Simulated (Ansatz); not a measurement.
Task: a convergence test of the k-point mesh of NbC, space group Fm-3m, with the Python package of Ansatz (0.2.0). Give the script and its output. Use (first run): r2SCAN, PAW, the default cutoff (500 eV here), 3×3×3 k-points, Fermi-Dirac smearing of 0.1 eV. The script varies mesh: (3, 3, 3), (4, 4, 4), (5, 5, 5), (7, 7, 7), (9, 9, 9), (11, 11, 11).

```
CELL_PARAMETERS angstrom
0.00000 2.23455 2.23455
2.23455 0.00000 2.23455
2.23455 2.23455 0.00000
ATOMIC_POSITIONS crystal
Nb 0.00000 0.00000 0.00000
C 0.50000 0.50000 0.50000
```

The script, `nbc_kconv.py`:
```python
import ansatz as az
import pandas as pd


def main() -> None:
    lattice = az.Lattice.of(
        (0.0, 2.23455, 2.23455),
        (2.23455, 0.0, 2.23455),
        (2.23455, 2.23455, 0.0),
    )
    sites = [
        ("Nb", (0.0, 0.0, 0.0)),
        ("C", (0.5, 0.5, 0.5)),
    ]
    xtal = az.Crystal(lattice=lattice)
    for symbol, position in sites:
        xtal = xtal.atom(symbol, position)

    calc = (
        xtal.calculation()
        .functional("r2scan")
        .pseudopotentials("paw")
        .occupations("fermi_dirac", width=0.1)
        .forces()
        .stress()
    )

    rows = []
    for value in [(3, 3, 3), (4, 4, 4), (5, 5, 5), (7, 7, 7), (9, 9, 9), (11, 11, 11)]:
        rep = calc.kpoints(mesh=value).run(threads=1, pin="off").report
        rows.append((value, rep["free_energy_ev"] / len(rep["lattice"]["sites"]), rep["n_iterations"], sum(rep["stress_gpa"][i][i] for i in range(3)) / 3, max(abs(f) for row in rep["forces_ev_ang"] for f in row), rep["n_kpoints"]))

    table = pd.DataFrame(rows, columns=["mesh", "F/atom (eV)", "iterations", "P (GPa)", "max component (eV/A)", "k-points"])
    print(table.round(5).to_string(index=False))

    for row in rows[:-1]:
        shift = 1000 * (row[1] - rows[-1][1])
        print(f"{row[0]}: {shift:+.2f} meV/atom" + ("  (within 1 meV)" if abs(shift) < 1 else ""))


if __name__ == "__main__":
    main()
```

Output of `python nbc_kconv.py`:
```text
DeckWarning: basis.ecutwfc = 500 eV, auto-derived from the records' recommended cutoffs: set by Nb (their level for a meta-GGA)
        mesh  F/atom (eV)  iterations  P (GPa)  max component (eV/A)  k-points
   (3, 3, 3)  -2408.08009           7  6.96803                   0.0         4
   (4, 4, 4)  -2408.21061           8  4.11919                   0.0         8
   (5, 5, 5)  -2408.30016           7  2.56667                   0.0        10
   (7, 7, 7)  -2408.29101           6  2.71770                   0.0        20
   (9, 9, 9)  -2408.28838           6  2.84904                   0.0        35
(11, 11, 11)  -2408.29043           6  2.78772                   0.0        56
(3, 3, 3): +210.35 meV/atom
(4, 4, 4): +79.82 meV/atom
(5, 5, 5): -9.73 meV/atom
(7, 7, 7): -0.57 meV/atom  (within 1 meV)
(9, 9, 9): +2.06 meV/atom
```
(Warnings from the package without file and line.)

Reading the output:
- Forces vanish by symmetry here and test nothing.
- Pressure is positive in compression.
- A row within the bound is followed by one outside it, so the series isn't shown to be converged.
- The starting cell is as deposited in a crystallographic database; the results hold for this polymorph, which needn't be the stable one.
- Shifts are counted from the finest mesh, which is itself no proven limit.
- Wall time of the script: 11 s on 1 thread of Arm Neoverse V1 (shared host), peak memory 0.46 GiB.
